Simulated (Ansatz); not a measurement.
A distorted cell of BaSnO₃ (cubic perovskite):

```
BaSnO3
1.0
    4.13132     0.00000     0.00000
    0.00000     4.13132     0.00000
    0.00000     0.00000     4.13132
Ba Sn O
1 1 3
Direct
  0.00000   0.00000   0.00000
  0.50000   0.50000   0.50000
  0.00000   0.50000   0.50000
  0.50000   0.50000   0.00000
  0.52157   0.02157   0.50000
```

Computed with r2SCAN (plane waves to 500 eV, PAW, scalar-relativistic; Ansatz, a quantum-chemistry and plane-wave program). k mesh 7×7×7 (Γ-centred), Fermi-Dirac smearing 0.05 eV. E stands for the smeared free energy. Stress and pressure are positive under compression. BaSnO3 was relaxed with its symmetry unable to fall.

**Question.** Predict the force on every atom, in eV/Å.

**Answer.** 
```
atom      Fx      Fy     Fz
----  ------  ------  -----
Ba1    0.021   0.079  0.000
Sn2    0.028   1.227  0.000
O3     0.276   0.273  0.000
O4    -0.031   0.268  0.000
O5    -0.294  -1.847  0.000
```

**Question.** What is the stress tensor (GPa)?

**Answer.** 
```
   0.24    -0.08     0.00
  -0.08     1.91     0.00
   0.00     0.00     0.24
```
The pressure, a third of the trace, is 0.80 GPa.

**Question.** In it atom 5 sits (0.089, 0.089, 0.000) Å away from its relaxed site. What is its energy relative to the relaxed cell?

**Answer.** 94.5 meV/cell.

(For displaced atoms, the force is minus the slope of the energy, and its curvature is a force constant, which sets phonon frequencies.)
